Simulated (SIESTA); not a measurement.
Crystal: FeO (Wuestite).

```
CELL_PARAMETERS angstrom
1.51882 0.87689 2.51958
-1.51882 0.87689 2.51958
0.00000 -1.75378 2.51958
ATOMIC_POSITIONS crystal
Fe 0.00000 0.00000 0.00000
O 0.50000 0.50000 0.50000
```

Base run:

- Program: SIESTA 5.4.2
- Functional: PBEsol
- Potentials or basis: PseudoDojo 0.4 standard (PBEsol files)
- Basis: DZP (energy shift 0.003 Ry; two zetas on semicore shells)
- Grid cutoff: 800 Ry
- Energy shift: 0.003 Ry
- k mesh: 11 × 11 × 11
- Occupations: fermi-dirac, width 0.05 eV
- Spin: collinear spin, ferromagnetic start
- Starting moments: [3.0, 0.0] μB

Its results: band gap on the k mesh none (metal or under the smearing width); pressure -8.9 GPa; net moment 4.00 μB per cell; site moments Fe +3.68; O +0.32 μB.

The run is repeated on the same cell with these changes: functional from PBEsol to PBE; potentials or basis from PseudoDojo 0.4 standard (PBEsol files) to PseudoDojo 0.4 standard (PBE files). What comes out?

Band gap on the k mesh none (metal or under the smearing width); pressure -0.5 GPa; net moment 4.00 μB per cell; site moments Fe +3.69; O +0.31 μB.

Caveats: short orbitals over semicore shells can move pressures by several GPa; the basis of atomic orbitals isn't converged, which shifts pressures, moduli and gaps; a cell with one magnetic atom can't hold antiferromagnetic order, which such compounds often take; semilocal functionals often make such compounds metallic where correlation or magnetic order opens a gap, which also shifts bond lengths.

Not every run made on this cell is shown here.
